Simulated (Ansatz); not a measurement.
**BaTe: moving Ba off its site**

BaTe, Pm-3m, a = 4.262 Å (as given, not relaxed at this level: -0.4 GPa). This isn't the usual stable structure of the compound. Ansatz: PBE, PAW, 420 eV, Γ-centred 6×6×6 mesh on 2 atoms, Gaussian smearing 0.05 eV; no spin polarisation.

```
CELL_PARAMETERS angstrom
4.26247 0.00000 0.00000
0.00000 4.26247 0.00000
0.00000 0.00000 4.26247
ATOMIC_POSITIONS crystal
Ba 0.00000 0.00000 0.00000
Te 0.50000 0.50000 0.50000
```

Atom 1 (Ba) moves by x along the unit vector (0.000, 1.000, 0.000), with its periodic images; all else is held. y is the free energy of the cell over the start, F the force along the path summed over the moved atoms. Symmetry makes y even in x.

```
  x (Å) y (meV) F (eV/Å)
-0.5000        ?         ?
-0.2500     28.0      0.24
 0.0000      0.0      0.00
 0.0625      1.6     -0.05
 0.1250      6.6     -0.11
 0.1875     15.3     -0.17
 0.3125     45.1     -0.31
 0.3750     67.2     -0.39
 0.4375     94.5     -0.48
```

Fit y = c2 x² + c4 x⁴ to the energies of the other rows, give the force constant, and predict energy and force of the missing row.

Least squares on the rows shown. y = 427.1 x² + 350.9 x⁴. The force constant is 2 c2 = 0.854 eV/Å² (for all images moving together, not for a lone atom). With two atoms in a cubic cell this is the optical mode at Γ without the LO field: ω = 521.5 √(2 c2/μ) = 59 cm⁻¹ for μ = 66.14 u. The force −dy/dx at the missing row is 0.60 eV/Å (computed 0.57). At x = -0.5000 the fit asked for gives 128.7 meV. The run gave 127.5 meV, so the fit is 1.2 meV too high, a small miss on the scale of the series.